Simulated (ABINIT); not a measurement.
Runs of ABINIT 10.8.3 (patched build) on InP. Symmetry: F-43m, No. 216, cubic system. The conventional cell has a = 5.861 Å, b = 5.861 Å, c = 5.861 Å, α = 90.00°, β = 90.00°, γ = 90.00°. Around In (site symmetry -43m) lie 4 P at 2.54 Å. P (site symmetry -43m) is surrounded by 4 In at 2.54 Å. 

```csv
level,potentials or basis,k mesh,cutoff (eV),fine-grid cutoff,share of exact exchange,most SCF steps,thinning of the exchange mesh (fockdownsampling),gap on the mesh (eV),pressure (GPa)
r2SCAN,"Ansatz PAW PBE default generated set, frozen core",8 × 8 × 8,490,979.61 eV,-,-,-,(a),1.6
r2SCAN,SG15 NC PBE v1.2,8 × 8 × 8,1143,-,-,-,-,0.76,0.3
HSE06,SPMS NC PBE v1.0,6 × 6 × 6,490,-,0.15,60,2 × 2 × 2,1.13,-
r2SCAN,JTH PAW PBE v2.0,8 × 8 × 8,707,1306.15 eV,-,-,-,1.13,1.4
HSE06,SPMS NC PBE v1.0,6 × 6 × 6,490,-,0.5,60,2 × 2 × 2,2.30,-
HSE06,SPMS NC PBE v1.0,6 × 6 × 6,490,-,0.05,60,2 × 2 × 2,0.81,-
r2SCAN,PseudoDojo NC SR PBE v0.4.1 standard,8 × 8 × 8,1143,-,-,-,-,(b),0.9
HSE06,SPMS NC PBE v1.0,6 × 6 × 6,490,-,0.25,60,2 × 2 × 2,1.45,-
r2SCAN,Ansatz NC r2SCAN,8 × 8 × 8,1469,-,-,-,-,(c),1.6
HSE06,SPMS NC PBE v1.0,6 × 6 × 6,490,-,0.35,60,2 × 2 × 2,1.78,-
```

Alike in all rows: task single point; no spin polarisation; cell as given; smearing fermi-dirac 0.05 eV.

Fill in the values left out.

(a) 1.15; (b) 0.80; (c) 1.16.

Caveats: spin-orbit coupling is left out, which moves the levels of the heavy elements; the potentials were made for another functional, which shifts forces and pressure (some runs); exact exchange is summed on a coarse mesh, which widens gaps by tenths of an eV (some runs); Libxc's HSE differs a little from that of other programs (some runs); the PAW data sets were made with another functional, which shifts forces and pressure a little (some runs).

A k mesh can miss the band edges, and the runs leave out spin-orbit coupling on In.
